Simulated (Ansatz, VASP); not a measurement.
## One calculation of TaN, two programs

```xyz
6
Lattice="5.3637 0.0000 0.0000 -2.6819 4.6451 0.0000 0.0000 0.0000 3.0050" Properties=species:S:1:pos:R:3 pbc="T T T"
Ta    0.0000    3.0967    1.5025
Ta    2.6819    1.5484    1.5025
Ta    0.0000    0.0000    0.0000
N     2.1071    0.0000    0.0000
N     1.6283    2.8203    0.0000
N    -1.0536    1.8248    0.0000
```

Alike in both runs: task single point; functional PBEsol; k mesh 5 × 5 × 8; occupations fermi-dirac, width 0.05 eV; no spin polarisation.

```csv
,VASP,Ansatz
version,VASP 6.6.1,Ansatz 0.2.0
potentials or method,"VASP PAW PBE potentials, release 64 (Ta_pv, N)","plane waves, PAW"
plane-wave cutoff (eV),520,550
valence electrons in the cell,48,54
```

|  | VASP | Ansatz | Ansatz less VASP |
| --- | --- | --- | --- |
| pressure (GPa) | -28.0 | -28.5 | -0.48 |
| largest component of the traceless stress (GPa) | 2.03 | 1.98 | -0.051 |

The two sets of potentials don't hold the same shells in valence.

Caveats: so large a pressure means that the cell lies far from this level's equilibrium, or that cutoff or potentials fall short (VASP); the potentials were made for another functional, which shifts forces and pressure (VASP). The runs have no spin-orbit coupling, so splittings on Ta are missing.
